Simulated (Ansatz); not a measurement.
We consider chalcopyrite CuInS2, described by r²SCAN50 (plane waves, PAW; Ansatz, a first-principles code).

Numerical settings: plane-wave cutoff 520 eV, 6×6×6 k mesh, Fermi–Dirac smearing 0.01 eV, no spin polarisation, scalar-relativistic PAW data made under PBE.

Cell (measured lattice):

```cif
data_Cu4In4S8
_chemical_formula_sum 'In4 Cu4 S8'
_space_group_name_H-M_alt 'I-42d'
_space_group_IT_number 122
_space_group_name_Hall 'I -4 2bw'
_cell_length_a 5.52279
_cell_length_b 5.52279
_cell_length_c 11.13295
_cell_angle_alpha 90.000
_cell_angle_beta 90.000
_cell_angle_gamma 90.000
loop_
_atom_site_label
_atom_site_type_symbol
_atom_site_symmetry_multiplicity
_atom_site_Wyckoff_symbol
_atom_site_fract_x
_atom_site_fract_y
_atom_site_fract_z
_atom_site_occupancy
In1 In 4 b 0.00000 0.00000 0.50000 1
Cu1 Cu 4 a 0.00000 0.00000 0.00000 1
S1 S 8 d 0.22946 0.25000 0.12500 1
```
(The calculation used a cell of 8 atoms; values per cell refer to that cell.)

Task: What does this level give for the band gap?

Result: 
* **band gap**: 4.08 eV (on the SCF k mesh)

Measured, for comparison: band gap 1.55 eV (temperature not stated, not corrected to a static lattice, direct or pseudo-direct at Γ; as tabulated in Ghosh et al. (2024), arXiv:2401.16805).

Note: cell and atoms aren't relaxed at this level (largest force component 0.38 eV/Å, pressure -0.3 GPa).

Spin–orbit coupling is not included.

The computed numbers hold no vibrational or temperature effects.

It cost around 30 core-minutes (rough) of CPU time.
